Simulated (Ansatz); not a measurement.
Crystal: CaO.

```
Ca O
1.0
     0.00000    2.40356    2.40356
     2.40356    0.00000    2.40356
     2.40356    2.40356    0.00000
Ca O
1 1
Cartesian
  0.0000 0.0000 0.0000
  2.4036 2.4036 2.4036
```

The cell is a database's computed one.

Base run:

- Program: Ansatz 0.2.0
- Functional: r2SCAN
- Potentials or basis: Ansatz PAW
- Cutoff: 500 eV
- Density cutoff: 2000 eV
- k mesh: 6 × 6 × 6
- Occupations: fermi-dirac, width 0.05 eV
- Spin: no spin polarisation

Its results: band gap on the k mesh 4.20 eV, indirect (least direct gap 4.58 eV).

The run is repeated on the same cell with these changes: functional from r2SCAN to r2SCAN0. What comes out?

Band gap on the k mesh 6.43 eV, indirect (least direct gap 6.86 eV).

r2SCAN0 gives the wider gap, since exact exchange removes part of the self-interaction.

Caveats: the density of states is complete only up to the lowest level of the last band computed.

A k mesh can miss the band edges.

Not every run made on this cell is shown here.
